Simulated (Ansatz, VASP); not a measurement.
# One calculation of Ge, two programs

```xyz
2
Lattice="0.0000 2.8289 2.8289 2.8289 0.0000 2.8289 2.8289 2.8289 0.0000" Properties=species:S:1:pos:R:3 pbc="T T T"
Ge    4.2054    4.2838    4.2270
Ge    2.8276    2.8391    2.7804
```

Change from the starting cell: atoms moved at random, drawn with an rms of 0.05 Å.

Alike in both runs: task single point; functional PBE; k mesh 8 × 8 × 8; occupations fermi-dirac, width 0.05 eV; no spin polarisation.

|  | VASP | Ansatz |
| --- | --- | --- |
| version | VASP 6.6.1 | Ansatz 0.2.0 |
| potentials or method | VASP PAW PBE potentials, release 64 (Ge_d) | Ansatz PAW |
| plane-wave cutoff (eV) | 520 | 420 |
| valence electrons in the cell | 28 | 28 |

```csv
,VASP,Ansatz,Ansatz less VASP
gap on the k mesh at the Fermi level (eV),none,none,-
pressure (GPa),3.7,3.8,+0.06
largest component of the traceless stress (GPa),1.28,1.28,+0.008
rms of the force components (eV/Å),0.409,0.409,+0.0005
```

Atom by atom the forces differ by 0.001 eV/Å (rms over components). A gap of «none» marks a metal or a gap that the smearing closes.
